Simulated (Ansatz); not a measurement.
# BN: the cost of one run

Computed with Ansatz 0.2.0 (DFT PBE, scalar-relativistic, plane waves, PAW, unless a step's input says otherwise).

## 1. The starting structure

Symmetry: P1, No. 1, triclinic system. Conventional cell: a = 2.508 Å, b = 2.508 Å, c = 3.274 Å, α = 101.11°, β = 101.11°, γ = 119.81°. B (site symmetry 1) is surrounded by 3 N at 1.40 to 1.52 Å. Around N (site symmetry 1) lie 3 B at 1.40 to 1.52 Å.

As a file:

```xyz
48
Lattice="-3.7548 2.1762 6.0451 3.7548 -2.1762 6.0451 3.7840 6.5287 0.0000" Properties=species:S:1:pos:R:3 pbc="T T T"
B     4.9845   -0.0379    6.0505
B     3.1071    1.0502    9.0731
B     3.1071    1.0502    3.0280
B     6.2458    2.1384    6.0505
B     1.8604    3.2265    3.0280
B     1.2297    2.1384    6.0505
B     4.3684    3.2265    9.0731
B    -0.0170    4.3146    6.0505
B     4.3684    3.2265    3.0280
B     3.7377    2.1384    6.0505
B     7.5071    4.3146    6.0505
B     3.1217    5.4027    3.0280
B     2.4910    4.3146    6.0505
B     1.8604    3.2265    9.0731
B     5.6297    5.4027    9.0731
B     1.2443    6.4908    6.0505
B     5.6297    5.4027    3.0280
B     4.9991    4.3146    6.0505
B     0.5990    1.0502    3.0280
B     3.7524    6.4908    6.0505
B     3.1217    5.4027    9.0731
B    -1.2783    2.1384    6.0505
B     2.4764   -0.0379    6.0505
B     0.5990    1.0502    9.0731
N     0.6411   -0.3484    2.9772
N    -1.2363    0.7397    5.9997
N     2.5184   -1.4366    5.9997
N     1.9024    1.8278    2.9772
N     1.2717    0.7397    5.9997
N     0.6410   -0.3484    9.0223
N     0.0250    2.9159    5.9997
N    -0.6057    1.8278    9.0223
N     3.7798    0.7397    5.9997
N    -0.6057    1.8278    2.9772
N     3.1637    4.0040    2.9772
N     2.5330    2.9159    5.9997
N     1.9024    1.8278    9.0223
N    -2.4830    2.9159    5.9997
N     1.2863    5.0921    5.9997
N     0.6557    4.0040    9.0223
N     5.0411    2.9159    5.9997
N     0.6557    4.0040    2.9772
N     3.7944    5.0921    5.9997
N     3.1637    4.0040    9.0223
N    -1.2217    5.0921    5.9997
N     1.9170    6.1802    9.0223
N     1.9170    6.1802    2.9772
N     0.0396    7.2684    5.9997
```

The runs take a perfect supercell of 48 atoms; the defect goes to fractional position (0.167, 0.500, 0.833).

## 2. The perfect supercell

Input file input.yaml:

```yaml
crystal:
  lattice:
    - [-3.754752, 2.176231, 6.04508]
    - [3.754752, -2.176231, 6.04508]
    - [3.78399, 6.528693, 0.0]
  atoms:
    - { symbol: B, position: [0.001415, 0.999488, 0.326889] }
    - { symbol: B, position: [0.501416, 0.999488, 0.326889] }
    - { symbol: B, position: [0.001415, 0.499488, 0.326889] }
    - { symbol: B, position: [0.001416, 0.999488, 0.660223] }
    - { symbol: B, position: [0.251416, 0.249487, 0.493556] }
    - { symbol: B, position: [0.501416, 0.499488, 0.326889] }
    - { symbol: B, position: [0.501416, 0.999488, 0.660223] }
    - { symbol: B, position: [0.751416, 0.249488, 0.493556] }
    - { symbol: B, position: [0.001415, 0.499488, 0.660223] }
    - { symbol: B, position: [0.251416, 0.749488, 0.493556] }
    - { symbol: B, position: [0.001415, 0.999488, 0.993556] }
    - { symbol: B, position: [0.251415, 0.249488, 0.826889] }
    - { symbol: B, position: [0.501416, 0.499488, 0.660223] }
    - { symbol: B, position: [0.751416, 0.749488, 0.493556] }
    - { symbol: B, position: [0.501416, 0.999488, 0.993556] }
    - { symbol: B, position: [0.751416, 0.249488, 0.826889] }
    - { symbol: B, position: [0.001415, 0.499488, 0.993556] }
    - { symbol: B, position: [0.251416, 0.749488, 0.826889] }
    - { symbol: B, position: [0.251415, 0.249488, 0.160223] }
    - { symbol: B, position: [0.501416, 0.499488, 0.993556] }
    - { symbol: B, position: [0.751416, 0.749488, 0.826889] }
    - { symbol: B, position: [0.751416, 0.249488, 0.160223] }
    - { symbol: B, position: [0.251416, 0.749488, 0.160223] }
    - { symbol: B, position: [0.751416, 0.749488, 0.160223] }
    - { symbol: "N", position: [0.162219, 0.33028, 0.002649] }
    - { symbol: "N", position: [0.66222, 0.33028, 0.002649] }
    - { symbol: "N", position: [0.162219, 0.83028, 0.002649] }
    - { symbol: "N", position: [0.162219, 0.33028, 0.335982] }
    - { symbol: "N", position: [0.412219, 0.58028, 0.169315] }
    - { symbol: "N", position: [0.66222, 0.83028, 0.002649] }
    - { symbol: "N", position: [0.66222, 0.33028, 0.335982] }
    - { symbol: "N", position: [0.91222, 0.58028, 0.169315] }
    - { symbol: "N", position: [0.16222, 0.83028, 0.335982] }
    - { symbol: "N", position: [0.41222, 0.08028, 0.169315] }
    - { symbol: "N", position: [0.16222, 0.33028, 0.669315] }
    - { symbol: "N", position: [0.41222, 0.58028, 0.502649] }
    - { symbol: "N", position: [0.66222, 0.83028, 0.335982] }
    - { symbol: "N", position: [0.91222, 0.08028, 0.169315] }
    - { symbol: "N", position: [0.66222, 0.33028, 0.669315] }
    - { symbol: "N", position: [0.91222, 0.58028, 0.502649] }
    - { symbol: "N", position: [0.16222, 0.83028, 0.669315] }
    - { symbol: "N", position: [0.41222, 0.08028, 0.502649] }
    - { symbol: "N", position: [0.41222, 0.58028, 0.835982] }
    - { symbol: "N", position: [0.66222, 0.83028, 0.669315] }
    - { symbol: "N", position: [0.91222, 0.08028, 0.502649] }
    - { symbol: "N", position: [0.91222, 0.58028, 0.835982] }
    - { symbol: "N", position: [0.41222, 0.08028, 0.835982] }
    - { symbol: "N", position: [0.91222, 0.08028, 0.835982] }
basis:
  ecutwfc: 420
  fft_grid_basis: typed
kpoints:
  mp_grid: { grid: [2, 2, 2] }
hamiltonian:
  xc: pbe
  pseudopotentials: { kind: paw }
scf:
  occupations: { method: gaussian, width: 0.05 }
output:
  forces: true
  stress: false
  eigenvalues: true
  bader: false
  write_density: true
  volumetric_format: npy
```

Launch:

```console
$ ansatz run input.yaml --threads 4 --pin off --max-ram 10240MiB --backend cpu --events-out ev --progress --plain --runs-dir out
```

**Question.** How long does this run take on 4 threads of Arm Neoverse V1, shared host, and how much memory does it need?

About 5.7 s, with a peak of 1.5 GiB.
